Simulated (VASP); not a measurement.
Crystal: NaI.

```xyz
2
Lattice="0.0000 3.2364 3.2364 3.2364 0.0000 3.2364 3.2364 3.2364 0.0000" Properties=species:S:1:pos:R:3 pbc="T T T"
I     3.2364    3.2364    3.2364
Na    0.0000    0.0000    0.0000
```

Base run:

| Item | Value |
| --- | --- |
| Program | VASP 6.6.1 |
| Functional | TB-mBJ |
| Potentials or basis | VASP PAW PBE potentials, release 64 (I, Na_pv) |
| Cutoff | 520 eV |
| k mesh | 7 × 7 × 7 |
| Occupations | fermi-dirac, width 0.05 eV |
| Spin | no spin polarisation |

Its results: band gap on the k mesh 5.53 eV, direct.

**Question.** The run is repeated on the same cell with these changes: functional from TB-mBJ to LAK; further incar settings from ALGO = Normal; EDIFF = 1e-06 to ALGO = Normal; EDIFF = 1e-06; NBANDS = 14. What comes out?

**Answer.** Band gap on the k mesh 4.55 eV, direct.

Caveats: spin-orbit coupling is left out, which moves the levels of the heavy elements.
